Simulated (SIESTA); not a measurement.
The system is PbSe2.

```xyz
6
Lattice="-3.2386 3.2386 3.9022 3.2386 -3.2386 3.9022 3.2386 3.2386 -3.9022" Properties=species:S:1:pos:R:3 pbc="T T T"
Pb    0.0000    0.0000    5.8533
Pb    0.0000    0.0000    1.9511
Se    2.3978    0.8409    0.0000
Se    0.8409    2.3978    3.9022
Se    2.3978   -0.8409    3.9022
Se    0.8409    4.0795    0.0000
```

The cell comes from a database or a generator and needn't be the stable form of this composition.

```yaml
Program: SIESTA 5.4.2
Task: single point
Functional: PBEsol
Potentials_or_basis: PseudoDojo 0.4 standard (PBEsol files)
Basis: DZP (energy shift 0.003 Ry; two zetas on semicore shells)
Grid_cutoff: 500 Ry
Energy_shift: 0.003 Ry
k_mesh: 6 × 6 × 6
Occupations: fermi-dirac, width 0.05 eV
Spin: no spin polarisation
```

On this cell: pressure 0.1 GPa; largest force 1.033 eV/Å; band gap on the k mesh none (metal or under the smearing width).

The same run follows on a disturbed copy (atoms moved at random, drawn with an rms of 0.05 Å):

```xyz
6
Lattice="-3.2386 3.2386 3.9022 3.2386 -3.2386 3.9022 3.2386 3.2386 -3.9022" Properties=species:S:1:pos:R:3 pbc="T T T"
Pb   -0.0139    0.0168    5.8849
Pb    0.0005   -0.0136    1.9500
Se    2.3697    0.8216   -0.0036
Se    0.8348    2.3919    3.8779
Se    2.4271   -0.9033    3.8976
Se    0.8153    4.0537   -0.0133
```

**Question.** What does the disturbed cell give?

**Answer.** The energy (extrapolated to zero smearing) moves by +2.7 meV/atom; pressure 0.2 GPa; largest force 1.215 eV/Å; band gap on the k mesh none (metal or under the smearing width).

Forces on the atoms (eV/Å):
```
Pb   0.023 -0.080 -0.151
Pb  -0.018 -0.038  0.062
Se  -0.668  0.624  0.017
Se   0.730 -0.665  0.037
Se  -0.903 -0.723  0.036
Se   0.837  0.881 -0.001
```

Stress tensor (GPa, compression positive):
```
 0.97  0.20 -0.08
 0.20  1.06 -0.01
-0.08 -0.01 -1.50
```

Caveats: the basis of atomic orbitals isn't converged, which shifts pressures, moduli and gaps; forces of over 1 eV/Å show positions far from the minimum, so gaps and moduli don't describe the material at rest (some runs).
